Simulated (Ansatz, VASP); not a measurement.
**In2Se3: VASP beside Ansatz**

One calculation is typed for both programs; each brings its own data sets. How far apart do they land? The cell is taken from a series of runs on this material, whose earlier steps may have relaxed, scaled, displaced or heated it; both programs get it as it stands.

Calculated with Ansatz 0.2.0; plane waves, with VASP 6.6.1 beside it; PBEsol.

**1. The starting structure**

The cell holds 10 atoms: 6 Se and 4 In. Its edges and angles: a = 3.896 Å, b = 3.909 Å, c = 54.300 Å, α = 90.0°, β = 90.0°, γ = 118.8°. It derives from In2Se3. Vacuum lies along c.

**2. VASP: single point, PBEsol**

With cell and atoms fixed, the geometry can't cause a difference; cores, projectors, grids and the points listed under the comparison can.

Lines of VASP's logs that name or quote its potential files are left out, and so is its time.

Input file INCAR:

```
SYSTEM = In2Se3
PREC = Accurate
ENCUT = 400
EDIFF = 1E-06
NELM = 120
ISMEAR = 0
SIGMA = 0.01
LREAL = .FALSE.
ALGO = Normal
GGA = PS
NBANDS = 54
LORBIT = 11
LWAVE = .FALSE.
LCHARG = .FALSE.
ISIF = 2
LDIPOL = .TRUE.
IDIPOL = 3
DIPOL = 0.5 0.5 0.5
LVHAR = .TRUE.
LASPH = .TRUE.
GGA_COMPAT = .FALSE.
EFERMI = MIDGAP
NELMDL = -8
KPAR = 2
```

Input file POSCAR:

```
In2Se3
1.0
    3.8955164096      0.0376661801      0.0000000000
   -1.9167000955      3.4064032731      0.0000000000
    0.0000000000      0.0000000000     54.3000000000
Se In
6 4
Direct
    0.3207662934      0.6542874151      0.3566477650
    0.0890220132      0.0990369530      0.4157708563
    0.6497380945      0.3256275592      0.4746195177
    0.3638558735      0.6879247368      0.5253804823
    0.9245719548      0.9145153430      0.5842291437
    0.6928276746      0.3592648809      0.6433522350
    0.6578105543      0.3089250314      0.3812541696
    0.3082130884      0.6664677093      0.4500612177
    0.7053808796      0.3470845867      0.5499387823
    0.3557834137      0.7046272646      0.6187458304
```

Input file KPOINTS:

```
Automatic mesh
0
Gamma
9 9 1
0 0 0
```

The projector-augmented-wave data sets are Se and In_d (PBE family, release 64).

Started as:

```bash
mpirun -np 2 vasp_std
```

Numbers of over 12 decimals in the logs are rounded to 6 here.

The program printed:

```text
[banner, memory and clock lines left out]
running    2 mpi-ranks, on    1 nodes
 distrk:  each k-point on    1 cores,    2 groups
 distr:  one band on    1 cores,    1 groups

 POSCAR found type information on POSCAR SeIn
 POSCAR found :  2 types and      10 ions
|                                                                             |
|               ----> ADVICE to this user running VASP <----                  |
|                                                                             |
|     You enforced a specific xc type in the INCAR file but a different       |
|     [... a line on the potential file left out ...]
|     I HOPE YOU KNOW WHAT YOU ARE DOING!                                     |
|                                                                             |

 LDA part: xc-table for (Slater+PW92), standard interpolation
|                                                                             |
|           W    W    AA    RRRRR   N    N  II  N    N   GGGG   !!!           |
|           W    W   A  A   R    R  NN   N  II  NN   N  G    G  !!!           |
|           W    W  A    A  R    R  N N  N  II  N N  N  G       !!!           |
|           W WW W  AAAAAA  RRRRR   N  N N  II  N  N N  G  GGG   !            |
|           WW  WW  A    A  R   R   N   NN  II  N   NN  G    G                |
|           W    W  A    A  R    R  N    N  II  N    N   GGGG   !!!           |
|                                                                             |
|     One of the lattice vectors is very long (>50 A), but AMIN is rather     |
|     large. This can spoil convergence since charge sloshing might occur     |
|     along the long lattice vector. If problems with convergence are         |
|     observed, try to decrease AMIN to a smaller value (e.g. 0.01).          |
|     Note: This warning only applies if the self-consistency cycle is        |
|     used.                                                                   |
|                                                                             |

 POSCAR, INCAR and KPOINTS ok, starting setup
 FFT: planning ... GRIDC
 FFT: planning ... GRID_SOFT
 FFT: planning ... GRID
 WAVECAR not read
 entering main loop
       N       E                     dE             d eps       ncg     rms          rms(c)
DAV:   1     0.714112320052E+03    0.71411E+03   -0.31887E+04  5292   0.112E+03
DAV:   2     0.510299832294E+02   -0.66308E+03   -0.65134E+03  5346   0.305E+02
DAV:   3    -0.369832935439E+02   -0.88013E+02   -0.86816E+02  5370   0.148E+02
DAV:   4    -0.410275322489E+02   -0.40442E+01   -0.40287E+01  5424   0.345E+01
DAV:   5    -0.411799987618E+02   -0.15247E+00   -0.15241E+00  5748   0.621E+00
DAV:   6    -0.411864993210E+02   -0.65006E-02   -0.65003E-02  7162   0.116E+00
DAV:   7    -0.411866111924E+02   -0.11187E-03   -0.11187E-03  6872   0.145E-01
DAV:   8    -0.411866149387E+02   -0.37463E-05   -0.37462E-05  6146   0.254E-02    0.107E+01
DAV:   9    -0.398998375599E+02    0.12868E+01   -0.23845E+00  5796   0.233E+01    0.652E+00
DAV:  10    -0.398255823881E+02    0.74255E-01   -0.15623E+00  6872   0.867E+00    0.128E+00
DAV:  11    -0.397991286388E+02    0.26454E-01   -0.23544E-01  6456   0.479E+00    0.106E+00
DAV:  12    -0.397996724393E+02   -0.54380E-03   -0.25555E-02  5588   0.759E-01    0.568E-01
DAV:  13    -0.397992006584E+02    0.47178E-03   -0.29470E-03  6130   0.667E-01    0.152E-01
DAV:  14    -0.397991276984E+02    0.72960E-04   -0.87512E-04  6824   0.261E-01    0.612E-02
[...]
DAV:  21    -0.397992973158E+02   -0.46534E-04   -0.26217E-06  3824   0.811E-03    0.245E-03
DAV:  22    -0.397993170506E+02   -0.19735E-04   -0.40775E-07  3198   0.570E-03    0.118E-03
DAV:  23    -0.397993329524E+02   -0.15902E-04   -0.46630E-07  3374   0.402E-03    0.592E-04
DAV:  24    -0.397993400376E+02   -0.70852E-05   -0.10660E-07  3086   0.255E-03    0.477E-04
DAV:  25    -0.397993487410E+02   -0.87034E-05   -0.17135E-07  3120   0.353E-03    0.330E-04
DAV:  26    -0.397993500910E+02   -0.13500E-05   -0.39090E-08  2894   0.129E-03    0.397E-04
DAV:  27    -0.397993512860E+02   -0.11950E-05   -0.22314E-08  2744   0.983E-04    0.265E-04
DAV:  28    -0.397993517712E+02   -0.48519E-06   -0.18041E-08  2986   0.110E-03
   1 F= -.39799352E+02 E0= -.39799352E+02  d E =0.000000E+00
```

From OUTCAR (step 2):

```text
ion  position               nearest neighbor table
   1  0.321  0.654  0.357-   7 2.61   7 2.63   7 2.65
   2  0.089  0.099  0.416-   8 2.70   7 2.71   7 2.89   8 2.91   8 3.26   7 3.30
   3  0.650  0.326  0.475-   8 2.62   8 2.62   8 2.65
   4  0.364  0.688  0.525-   9 2.62   9 2.62   9 2.65
   5  0.925  0.915  0.584-   9 2.70  10 2.71  10 2.89   9 2.91   9 3.26  10 3.30
   6  0.693  0.359  0.643-  10 2.61  10 2.63  10 2.65
   7  0.658  0.309  0.381-   1 2.61   1 2.63   1 2.65   2 2.71   2 2.89   2 3.30
   8  0.308  0.666  0.450-   3 2.62   3 2.62   3 2.65   2 2.70   2 2.91   2 3.26
   9  0.705  0.347  0.550-   4 2.62   4 2.62   4 2.65   5 2.70   5 2.91   5 3.26
  10  0.356  0.705  0.619-   6 2.61   6 2.63   6 2.65   5 2.71   5 2.89   5 3.30

  LATTYP: Found a simple monoclinic cell.
 ALAT       =     3.8956985046
 B/A-ratio  =    13.9384503026
 C/A-ratio  =     1.0033172632
 COS(beta)  =    -0.4819282508

 Subroutine GETGRP returns: Found  2 space group operations
 (whereof  1 operations were pure point group operations)

The static configuration has the point symmetry C_1 .
 The point group associated with its full space group is S_2 .

 Found     41 irreducible k-points:

   k-points           NKPTS =     41   k-points in BZ     NKDIM =     41   number of bands    NBANDS=     54

   dimension x,y,z NGX =    28 NGY =   28 NGZ =  360
   dimension x,y,z NGXF=    56 NGYF=   56 NGZF=  720

   ENCUT  =  400.0 eV  29.40 Ry    5.42 a.u.   6.35  6.37 88.55*2*pi/ulx,y,z

   NELECT =      88.0000    total number of electrons

 k-points in reciprocal lattice and weights: Automatic mesh
   0.00000000  0.00000000  0.00000000       0.012
   0.11111111  0.00000000  0.00000000       0.025
   0.22222222 -0.00000000  0.00000000       0.025
   0.33333333  0.00000000  0.00000000       0.025
   0.44444444 -0.00000000  0.00000000       0.025
   0.00000000  0.11111111  0.00000000       0.025
   0.11111111  0.11111111  0.00000000       0.025
   0.22222222  0.11111111  0.00000000       0.025
   0.33333333  0.11111111  0.00000000       0.025
[...]
-0.22222222  0.44444444  0.00000000       0.025
  -0.11111111  0.44444444  0.00000000       0.025

 dipolmoment           0.000000      0.000000      0.000002 electrons x Angstroem

 average (electrostatic) potential at core
       1 -59.6297       2 -59.9470       3 -59.7005       4 -59.7005       5 -59.9470
       6 -59.6297       7-102.9266       8-102.9452       9-102.9452      10-102.9266

 E-fermi :  -2.1218

 k-point     1 :       0.0000    0.0000    0.0000
  band No.  band energies     occupation
    ...
     40      -2.7257      2.00000
     41      -2.7071      2.00000
     42      -2.5188      2.00000
     43      -2.5153      2.00000
     44      -2.4391      2.00000
     45      -1.3334      0.00000
     46      -0.6052      0.00000
     47       0.1262      0.00000
     48       0.5153      0.00000
     49       0.6513      0.00000
    ...

 k-point     2 :       0.1111    0.0000    0.0000
  band No.  band energies     occupation
    ...
     40      -2.9573      2.00000
     41      -2.8303      2.00000
     42      -2.6900      2.00000
     43      -2.6070      2.00000
     44      -2.4660      2.00000
     45      -0.6047      0.00000
     46      -0.1466      0.00000
     47       0.5154      0.00000
     48       0.7179      0.00000
     49       1.2629      0.00000
    ...

 k-point     3 :       0.2222   -0.0000    0.0000
  band No.  band energies     occupation
    ...
     40      -3.3433      2.00000
     41      -3.1176      2.00000
     42      -2.8076      2.00000
     43      -2.6644      2.00000
     44      -2.5674      2.00000
     45      -0.3586      0.00000
     46      -0.2847      0.00000
     47       0.3065      0.00000
     48       0.5181      0.00000
     49       1.5702      0.00000
    ...

  Total        3.0051215      3.0215530      2.5368136      0.0095590     -0.0013884     -0.0204347
  in kB        6.6459228      6.6822615      5.6102446      0.0211401     -0.0030706     -0.0451920
  external PRESSURE =       6.3128096 kB  Pullay stress =       0.0000000 kB

  energy-cutoff  :      400.00
  volume of cell :      724.46
      direct lattice vectors                 reciprocal lattice vectors
     3.895516410  0.037666180  0.000000000     0.255316308  0.143660263  0.000000000
    -1.916700095  3.406403273  0.000000000    -0.002823151  0.291976254  0.000000000
     0.000000000  0.000000000 54.300000000     0.000000000  0.000000000  0.018416206

 POSITION                                       TOTAL-FORCE (eV/Angst)
 -----------------------------------------------------------------------------------
     -0.00452      2.24085     19.36597         0.001157      0.002994     -0.097190
      0.15696      0.34071     22.57636        -0.008524     -0.015641     -0.021305
      1.90694      1.13369     25.77184         0.002558      0.001194      0.014130
      0.09886      2.35705     28.52816        -0.002558     -0.001194     -0.014130
      1.84883      3.15003     31.72364         0.008524      0.015641      0.021305
      2.01032      1.24990     34.93403        -0.001157     -0.002994      0.097190
      1.97040      1.07710     20.70210         0.004923      0.004835     -0.071422
     -0.07677      2.28187     24.43832         0.001691      0.006704     -0.011753
      2.08257      1.20888     29.86168        -0.001691     -0.006704      0.011753
      0.03540      2.41365     33.59790        -0.004923     -0.004835      0.071422
 -----------------------------------------------------------------------------------
    total drift:                                0.000003     -0.000135      0.000124

  FREE ENERGIE OF THE ION-ELECTRON SYSTEM (eV)
  ---------------------------------------------------
  free  energy   TOTEN  =       -39.7993517712 eV

  energy  without entropy=      -39.7993517712  energy(sigma->0) =      -39.79935177

 vacuum level on the upper side and lower side of the slab         3.542         3.542

 total charge
# of ion       s       p       d       tot
------------------------------------------
    1        1.475   2.338   0.024   3.837
    2        1.471   2.343   0.024   3.839
    3        1.480   2.332   0.027   3.838
    4        1.480   2.332   0.027   3.838
    5        1.471   2.343   0.024   3.839
    6        1.475   2.338   0.024   3.837
    7        0.789   0.650   9.927  11.365
    8        0.792   0.650   9.927  11.369
    9        0.792   0.650   9.927  11.369
   10        0.789   0.650   9.927  11.365
--------------------------------------------------
tot         12.013  16.625  39.857  68.496

[... 3 further parts left out ...]
```

**3. Ansatz: single point, PBEsol**

Ansatz runs on its PAW soft_1 files.

The same cell, functional and mesh now go to Ansatz, which takes its cutoff from its data sets.

Input file input.yaml:

```yaml
crystal:
  lattice:
    - [3.8955164096, 0.0376661801, 0.0]
    - [-1.9167000955, 3.4064032731, 0.0]
    - [0.0, 0.0, 54.3]
  atoms:
    - { symbol: Se, position: [0.3207662934, 0.6542874151, 0.356647765] }
    - { symbol: In, position: [0.6578105543, 0.3089250314, 0.3812541696] }
    - { symbol: Se, position: [0.0890220132, 0.099036953, 0.4157708563] }
    - { symbol: In, position: [0.3082130884, 0.6664677093, 0.4500612177] }
    - { symbol: Se, position: [0.6497380945, 0.3256275592, 0.4746195177] }
    - { symbol: Se, position: [0.3638558735, 0.6879247368, 0.5253804823] }
    - { symbol: In, position: [0.7053808796, 0.3470845867, 0.5499387823] }
    - { symbol: Se, position: [-0.0754280452, -0.085484657, 0.5842291437] }
    - { symbol: In, position: [0.3557834137, 0.7046272646, 0.6187458304] }
    - { symbol: Se, position: [0.6928276746, 0.3592648809, 0.643352235] }
  periodic: [true, true, false]
kpoints:
  mp_grid: { grid: [9, 9, 1] }
hamiltonian:
  xc: pbesol
  pseudopotentials: { kind: paw, azcp: { folder: soft_1 }, xc_functional: pbe }
scf:
  occupations: { method: fixed }
  n_extra_bands: 7
output:
  eigenvalues: true
  band_densities: [{ e_range: [-0.08, 0] }, { e_range: [0.5, 0.63] }]
  volumetric_format: npy
```

Started as:

```bash
ansatz run input.yaml --threads 4 --pin off --max-ram 17510MiB --backend cpu --events-out ev --progress --plain --runs-dir out
```

The program printed:

```text
scf.n_extra_bands = 7 over 74 filled bands (N_el = 148.0): the run solves 81 bands
Engine: ansatz 0.2.0, aarch64-unknown-linux-gnu
Pseudopotentials: kind: paw
Pseudopotential: Se, paw, valence charge 16, recommended cutoff 420 eV (normal), soft_1/Se.paw.azcp
Pseudopotential: In, paw, valence charge 13, recommended cutoff 420 eV (normal), soft_1/In.paw.azcp
Functional definition: PBEsol
  exchange = pbesol_x
  correlation = pbesol_c
Crystal: 10 atoms, lattice volume = 724.465 Å³
Basis set: ecut = 420 eV, 14333 PW (Γ)
Bands: 81, of which v1, the nominal top of the filled ones, is band 74 counted from 1 (73 counted from 0)
Symmetry: 2 space group operations
Space group: P-1 (ITA 2), of the structure as read, at distance tolerance 9.0e-5 Å
k-points: 41 of 81
Non-local potential: Se, projectors of the file, l = 0: 2, l = 1: 2, l = 2: 3, l = 3: 1
Non-local potential: In, projectors of the file, l = 0: 2, l = 1: 2, l = 2: 2, l = 3: 1
PAW form: soft (Blöchl's): semilocal exchange-correlation on the pseudo side does not see the compensation charge
PAW frozen core: Se, regenerated for the run's functional, and the local potential with it (the file was generated under x = pbe(κ = 0.804, μ = 0.219515), c = pbe(β = 0.066725))
PAW frozen core: In, regenerated for the run's functional, and the local potential with it (the file was generated under x = pbe(κ = 0.804, μ = 0.219515), c = pbe(β = 0.066725))
PAW one-centre angular grid: Se, 590 points (default); XC on 64 Gauss nodes
PAW one-centre angular grid: In, 590 points (default); XC on 64 Gauss nodes
Initial density: superposition of atomic densities (neutral atoms: chi_scale 0, normalization atom)
Initial wavefunctions: pseudopotential atomic-orbital guess
Functional: x = pbesol(κ = 0.804, μ = 0.123457), c = pbesol(β = 0.046)
iter 1 solved again at ethr=3.00e-3 eV; its pass at ethr=3.10e-3 eV (dr2=4.43e0 eV) is discarded
SCF iter   1: F=—  HF=-54653.308309 eV  |F-HF|=—  |Δ(HF+E_count)|=         —  Δρ=1.86e-2  dr2=4.45e0  ethr=3.00e-3  ⟨swp⟩=1.0  Hψ=16777  notcnv=0  defer=180
preconditioner: auto → Resta (q_TF=auto, 2.094 Å⁻¹)  ε∞=2.2  [insulator: Δε(μ)=1.081 eV  Ē_g=11.937 eV  n_scr=138 (ndim 8)  ℏωp=12.9 eV  f_vac=0.651  ε∞_Penn≈2.2  vacuum switching on, ρ_ref=1.0e-2 e/Å³]
SCF iter   2: F=—  HF=-54652.050490 eV  |F-HF|=—  |Δ(HF+E_count)|=    1.26e0  Δρ=8.71e-3  dr2=7.29e-1  ethr=3.00e-3  ⟨swp⟩=3.0  Hψ=5400  notcnv=0  defer=202
SCF iter   3: F=—  HF=-54651.968915 eV  |F-HF|=—  |Δ(HF+E_count)|=   8.16e-2  Δρ=4.71e-3  dr2=2.54e-1  ethr=4.93e-4  ⟨swp⟩=3.2  Hψ=5616  notcnv=0  defer=205
SCF iter   4: F=—  HF=-54651.936750 eV  |F-HF|=—  |Δ(HF+E_count)|=   3.22e-2  Δρ=1.56e-3  dr2=2.33e-2  ethr=1.72e-4  ⟨swp⟩=3.2  Hψ=5028  notcnv=0  defer=205
SCF iter   5: F=—  HF=-54651.935979 eV  |F-HF|=—  |Δ(HF+E_count)|=   7.71e-4  Δρ=3.43e-4  dr2=7.20e-4  ethr=1.57e-5  ⟨swp⟩=2.9  Hψ=5298  notcnv=0  defer=205
SCF iter   6: F=—  HF=-54651.936393 eV  |F-HF|=—  |Δ(HF+E_count)|=   4.14e-4  Δρ=1.33e-4  dr2=1.95e-3  ethr=4.87e-7  ⟨swp⟩=3.0  Hψ=7584  notcnv=0  defer=205
SCF iter   7: F=—  HF=-54651.936260 eV  |F-HF|=—  |Δ(HF+E_count)|=   1.33e-4  Δρ=6.70e-5  dr2=2.88e-4  ethr=4.87e-7  ⟨swp⟩=2.9  Hψ=4524  notcnv=0  defer=205
SCF iter   8: F=—  HF=-54651.936240 eV  |F-HF|=—  |Δ(HF+E_count)|=   2.04e-5  Δρ=2.33e-5  dr2=9.72e-6  ethr=1.95e-7  ⟨swp⟩=2.3  Hψ=4101  notcnv=0  defer=202
SCF iter   9: F=—  HF=-54651.936216 eV  |F-HF|=—  |Δ(HF+E_count)|=   2.41e-5  Δρ=9.42e-6  dr2=1.27e-6  ethr=6.57e-9  ⟨swp⟩=3.0  Hψ=6322  notcnv=0  defer=196
SCF iter  10: F=—  HF=-54651.936216 eV  |F-HF|=—  |Δ(HF+E_count)|=   4.97e-8  Δρ=2.94e-6  dr2=1.79e-7  ethr=8.55e-10  ⟨swp⟩=2.9  Hψ=7113  notcnv=0  defer=196
SCF iter  11: F=-54651.936216 eV  HF=-54651.936216 eV  |F-HF|=8.43e-9  |Δ(HF+E_count)|=   1.25e-9  Δρ=1.03e-6  dr2=5.83e-9  ethr=6.76e-11  ⟨swp⟩=18.2  Hψ=18129  notcnv=0
SCF 1 converged in 11 iterations: F = -54651.936216 eV  dr2 = 5.83e-9
  greatest PAW one-centre occupation: 1.000 electrons in one spin orbital (limit 2), on the Se atom at site 5 (counted from 0), in its partial waves of l = 2
NSCF: frozen V_eff on 41 k-points
SCF converged after 11 iterations
Free energy (F): -54651.936216 eV
Harris-Foulkes:  -54651.936216 eV  (|F-HF|=8.43e-9)
Internal energy: -54651.936216 eV  (E = F + TS)
E sigma→0 (E₀):  -54651.936216 eV
Fermi energy:    -5.969520 eV
--- Per-component energies (eV) ---
  E_band       = -4490.425395
  E_kinetic    = 1544.825741
  E_local      = -1149136.397699  (includes V_loc(G=0)·N_el)
  E_nonlocal   = -799.330618
  E_hartree    = 573526.719297
  E_xc         = -1072.934839
  E_vxc        = -899.372640  (∫ρ·V_xc dr)
  E_paw        = -29076.120024  (= ΣΔE_a)
  E_vpaw       = -2253.589597  (= ΣTr[D̂ρ^β])
  E_aug_tail   = -0.001664  (compensation charges beyond the density's cutoff)
  E_ewald      = 550354.309265
  E_core_change = 6.994325  (= ΣΔE_core)
  E_smearing   = -0.000000  (= −TS)
  E_closure    = -0.000000  (closes the sum)
  Σ components = -54651.936216   (vs F -54651.936216, Δ=0.00e0)
--- Band table (eV; the first three rows and the last of 41) ---
  k-point 0: bands = [... 70 lower, -6.2511, -6.0626, -6.0591, -5.9822, -4.8710, -4.1445, -3.4187, -3.0245, ... 3 higher]
  k-point 1: bands = [... 70 lower, -6.3062, -6.1592, -6.1042, -6.0328, -4.1252, -3.7057, -3.0192, -2.8245, ... 3 higher]
  k-point 2: bands = [... 70 lower, -6.6339, -6.2330, -6.1693, -6.0478, -3.9271, -3.8096, -3.1218, -3.1065, ... 3 higher]
  k-point 40: bands = [... 70 lower, -7.1412, -6.8073, -6.5261, -6.2958, -4.7576, -4.5243, -3.2427, -3.0098, ... 3 higher]
--- Band densities, each state counted as filled ---
  window                                       electrons  max residual (eV)  cut levels
  e_range: [-0.08, 0]                           0.469136             3.0e-5           0
  e_range: [0.5, 0.63]                          0.049383             3.1e-6           0
```

**4. Differences**

Known differences besides the potentials themselves: fixed occupations in Ansatz, narrow Gaussian smearing in VASP; Ansatz cuts the interaction across the vacuum, VASP repeats the sheet with a dipole correction (LDIPOL); the data sets hold 148 valence electrons in Ansatz (on its PAW soft_1 files) and 88 in VASP; the cutoff is 420 eV in Ansatz and 400 eV in VASP; Ansatz makes its cores anew for this functional, VASP keeps those of its PBE data sets. Total energies have different zeros and are not compared.

Both answers:

| quantity | Ansatz | VASP | difference |
| --- | --- | --- | --- |
| gap on the k mesh (eV) | 0.619 | 0.610 | +0.009 |

A gap on the mesh is an upper bound, since the band edges may lie between its points. Where the cell holds vacuum, a pressure given here is an average over it and none of the material.

**5. Summary of results**

```yaml
difference_in_gap_on_the_k_mesh_single_point_pbesol: 0.0092 eV
```

What this shows: The difference in gap on the k mesh is 0.0092 eV (single point, PBEsol), within the 0.08 eV picked in this series as the mark of a large difference. The data sets hold unlike numbers of valence electrons (148 in Ansatz and 88 in VASP), so part of the differences may come from the potentials. How closely two codes agree says nothing of how well the functional describes the real material.

[Lines on the potential files, build, host, timing and source positions are cut from VASP's logs without a mark.]

[Logs are printed without paths, hosts, clocks, repeated set-up lines and the standing remarks that a program may print on its own settings, such as how far it seeks lower states.]

[Hosts, paths, dates, database ids (printed as entryN), source tags and the programs' standing remarks are cut or masked in the printed files.]
